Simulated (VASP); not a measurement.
Calculation: AM05 GGA, VASP's PBE PAW potentials (set 64) (plane waves; VASP 6.6.1).

The input files of a VASP run:

**KPOINTS**
```
Automatic mesh
0
Gamma
7 7 7
0 0 0
```

INCAR:
```
SYSTEM = AlSb
PREC = Accurate
ENCUT = 520
EDIFF = 1E-7
NELM = 100
ALGO = Normal
LREAL = .FALSE.
LASPH = .TRUE.
ISMEAR = 0
SIGMA = 0.05
GGA = AM
LMAXMIX = 4
LWAVE = .FALSE.
LCHARG = .FALSE.
ISIF = 2
```

**POSCAR**
```
AlSb
4.3256740
  0.0000000000   0.7071067681   0.7071067681
  0.7071067681   0.0000000000   0.7071067681
  0.7071067681   0.7071067681   0.0000000000
Al Sb
1 1
Cart
  0.0000000000   0.0000000000   0.0000000000
  0.3535533840   0.3535533840   0.3535533840
```

POTCAR, in this order: Al Sb (PBE.64 set). Program: vasp_std.

Output

### OSZICAR
```
       N       E                     dE             d eps       ncg     rms          rms(c)
DAV:   1     0.186298829786E+02    0.18630E+02   -0.27236E+03   320   0.716E+02
DAV:   2    -0.801284499140E+01   -0.26643E+02   -0.26440E+02   432   0.897E+01
DAV:   3    -0.854646448771E+01   -0.53362E+00   -0.53362E+00   408   0.172E+01
DAV:   4    -0.854995443691E+01   -0.34899E-02   -0.34899E-02   504   0.166E+00
DAV:   5    -0.854995938994E+01   -0.49530E-05   -0.49530E-05   424   0.630E-02    0.333E+00
DAV:   6    -0.846146708354E+01    0.88492E-01   -0.10489E-01   352   0.157E+00    0.205E+00
DAV:   7    -0.843272876673E+01    0.28738E-01   -0.99455E-02   384   0.171E+00    0.457E-01
DAV:   8    -0.843399455159E+01   -0.12658E-02   -0.76308E-03   344   0.527E-01    0.110E-01
DAV:   9    -0.843440367260E+01   -0.40912E-03   -0.60676E-04   416   0.166E-01    0.255E-02
DAV:  10    -0.843448475019E+01   -0.81078E-04   -0.75413E-05   376   0.560E-02    0.116E-02
DAV:  11    -0.843452543870E+01   -0.40689E-04   -0.89740E-05   352   0.642E-02    0.639E-03
DAV:  12    -0.843452559108E+01   -0.15238E-06   -0.89603E-07   472   0.768E-03    0.221E-03
DAV:  13    -0.843452571748E+01   -0.12640E-06   -0.19118E-07   368   0.312E-03    0.155E-03
DAV:  14    -0.843452581790E+01   -0.10043E-06   -0.63007E-08   368   0.159E-03    0.928E-05
DAV:  15    -0.843452582615E+01   -0.82523E-08   -0.33532E-09   160   0.413E-04
   1 F= -.84345258E+01 E0= -.84345258E+01  d E =-.195718E-12
```

OUTCAR:
```
------------------------ aborting loop because EDIFF is reached ----------------------------------------
  FORCE on cell =-STRESS in cart. coord.  units (eV):
  Direction    XX          YY          ZZ          XY          YZ          ZX
  --------------------------------------------------------------------------------------
  Total        0.6106733      0.6106733      0.6106733      0.0000000      0.0000000     -0.0000000
  in kB       17.0951597     17.0951597     17.0951597      0.0000000      0.0000000     -0.0000000
  external PRESSURE =      17.0951597 kB  Pullay stress =       0.0000000 kB
  volume of cell :       57.23
      direct lattice vectors                 reciprocal lattice vectors
     0.000000000  3.058713362  3.058713362    -0.163467426  0.163467426  0.163467426
     3.058713362  0.000000000  3.058713362     0.163467426 -0.163467426  0.163467426
     3.058713362  3.058713362  0.000000000     0.163467426  0.163467426 -0.163467426
 POSITION                                       TOTAL-FORCE (eV/Angst)
 -----------------------------------------------------------------------------------
      0.00000      0.00000      0.00000         0.000000      0.000000      0.000000
      1.52936      1.52936      1.52936        -0.000000     -0.000000     -0.000000
 -----------------------------------------------------------------------------------
    total drift:                               -0.000000     -0.000000     -0.000000
  FREE ENERGIE OF THE ION-ELECTRON SYSTEM (eV)
  ---------------------------------------------------
  free  energy   TOTEN  =        -8.4345258262 eV

  energy  without entropy=       -8.4345258262  energy(sigma->0) =       -8.43452583
```
(Selected blocks of OUTCAR.)

The compound is AlSb in the zinc blende structure. This cell is one point of a volume scan, at 0.97 of the reference volume.
